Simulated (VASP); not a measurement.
Wanted: the native input for a VASP 6.6.1 run.

- Task: Born charges and dielectric tensor
- Functional: LDA
- Potentials or basis: VASP PAW LDA potentials, release 64 (Al, N)
- Cutoff: 600 eV
- k mesh: 4 × 4 × 4
- Occupations: gaussian, width 0.02 eV
- Spin: no spin polarisation
- Further INCAR settings: ALGO = Fast; EDIFF = 1e-08; IBRION = 8; NSW = 1

The structure of AlN lies in POSCAR:

```
AlN
1.0
    0.0000000000      2.1730000000      2.1730000000
    2.1730000000      0.0000000000      2.1730000000
    2.1730000000      2.1730000000      0.0000000000
Al N
1 1
Direct
    0.0000000000      0.0000000000      0.0000000000
    0.2500000000      0.2500000000      0.2500000000
```

Measurements of this composition are mostly on another form, of space group No. 186.

These files were run (other wordings do the same):

INCAR

```
SYSTEM = AlN
ALGO = Fast
EDIFF = 1E-8
ENCUT = 600
GGA = CA
IBRION = 8
ISIF = 2
ISMEAR = 0
LASPH = .True.
LCHARG = .False.
LEPSILON = .True.
LREAL = .False.
LWAVE = .False.
NELM = 80
NSW = 1
PREC = Accurate
SIGMA = 0.02
```

KPOINTS

```
k-points
0
Gamma
  4 4 4
  0 0 0
```

Potentials or basis: VASP PAW LDA potentials, release 64 (Al, N).

Run with:

```bash
$ cat potpaw_LDA.64/Al/POTCAR potpaw_LDA.64/N/POTCAR > POTCAR
$ mpirun -np 1 vasp_std > vasp.out
```

Results of the run:

```
Band gap on the k mesh                                  : 3.20 eV, indirect (least direct gap 4.35 eV)
Electronic dielectric tensor (diagonal)                 : 5.25
Born charges (mean of the diagonal)                     : Al +2.63; N -2.63 e
Highest phonon frequency at Γ, LO-TO splitting left out : 668 cm⁻¹
```

Caveat: the k mesh is coarse (spacing up to 0.63 Å⁻¹), so the values aren't converged.

Run time: 25 s on 1 thread of Intel(R) Xeon(R) 6975P-C (Granite Rapids) (shared host), peak memory 0.16 GiB.
